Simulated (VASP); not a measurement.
The system is Pb.

```xyz
1
Lattice="0.0000 2.4750 2.4750 2.4750 0.0000 2.4750 2.4750 2.4750 0.0000" Properties=species:S:1:pos:R:3 pbc="T T T"
Pb    0.0000    0.0000    0.0000
```

* Program: VASP 6.6.1
* Task: relaxation of cell and atoms
* Functional: B3LYP
* Dispersion: TS
* Potentials or basis: VASP PAW PBE potentials, release 64 (Pb_d)
* Cutoff: 600 eV
* k mesh: 5 × 5 × 5
* Occupations: methfessel-paxton, width 0.2 eV
* Spin: no spin polarisation

At the start: pressure 4.0 GPa; volume 30.32 Å³/atom.

Q: How do energy, volume and symmetry change on relaxing?

A: Over 7 steps the energy falls by 41.5 meV/atom and the volume is 33.85 Å³/atom (+11.6 %); space group Fm-3m (No. 225, to 0.05 Å).

Step by step:
```
step  energy change (eV)  largest force (eV/Å)  pressure (GPa)  volume (Å³)
   1              0.0000                0.0000            4.05        30.32
   2             -0.0415                0.0000            0.30        33.81
   3             -0.0411                0.0000           -0.16        34.35
   4             -0.0414                0.0000           -0.19        34.16
   5             -0.0415                0.0000           -0.05        33.98
   6             -0.0415                0.0000           -0.06        33.91
   7             -0.0415                0.0000            0.02        33.85
```

Final structure:
```
CELL_PARAMETERS angstrom
0.00000 2.56747 2.56747
2.56747 0.00000 2.56747
2.56747 2.56747 0.00000
ATOMIC_POSITIONS crystal
Pb 0.00000 0.00000 0.00000
```

Caveat: the k mesh is coarse (spacing up to 0.44 Å⁻¹), so the values aren't converged, least of all with exact exchange; atom-pairwise D2, TS and ULG terms overbind metals; the PAW data sets were made with another functional, which shifts forces and pressure a little; the volume moved by +12 % from the deposited cell, more than functionals usually miss; pairwise dispersion overbinds metals, which lowers pressure and volume.
